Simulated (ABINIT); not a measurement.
**PtS2: single point with PBE**

Crystal: PtS2.

```
CELL_PARAMETERS angstrom
3.54320 0.00000 0.00000
-1.77160 3.06850 0.00000
0.00000 0.00000 5.03880
ATOMIC_POSITIONS crystal
Pt 0.00000 0.00000 0.00000
S 0.66667 0.33333 0.77300
S 0.33333 0.66667 0.22700
```

```yaml
Program: ABINIT 10.8.3 (patched build)
Task: single point
Functional: PBE
Potentials_or_basis: SPMS NC PBE v1.0
Cutoff: 490 eV
k_mesh: 6 × 6 × 4
Occupations: fixed
Spin: no spin polarisation
```

The pressure is 11.0 GPa and the largest force is 1.255 eV/Å. The band gap on the k mesh is 0.97 eV, indirect (least direct gap 1.49 eV) and the valence electrons inside the program's atomic spheres are Pt 14.51; S 3.94.

Forces on the atoms (eV/Å):
```
Pt   0.000  0.000  0.000
S    0.000  0.000 -1.255
S    0.000  0.000  1.255
```

Stress tensor (GPa, compression positive):
```
11.57  0.00  0.00
 0.00 11.57  0.00
 0.00  0.00 10.00
```

Levels at points of the mesh, in eV from the valence-band top:
| k point | band 13 | band 14 | band 15 | band 16 | band 17 |
| --- | --- | --- | --- | --- | --- |
| (0.00, 0.00, 0.00) | -1.14 | -1.14 | -0.11 | 2.48 | 2.48 |
| (0.50, 0.00, 0.00) | -3.20 | -2.98 | -2.32 | 1.80 | 2.86 |
| (0.00, 0.00, 0.50) | -1.33 | -1.33 | -0.88 | 2.95 | 2.95 |
| (0.50, 0.00, 0.50) | -3.10 | -2.69 | -1.36 | 2.11 | 2.38 |

It took 3.2 s on 8 MPI ranks on Arm Neoverse V2, with other jobs on the host, peak memory 0.48 GiB a rank.

Caveat: spin-orbit coupling is left out, which moves the levels of the heavy elements; forces of over 1 eV/Å show positions far from the minimum, so gaps and moduli don't describe the material at rest. Expect the measured gap to be larger: semilocal functionals such as PBE lack the derivative discontinuity.
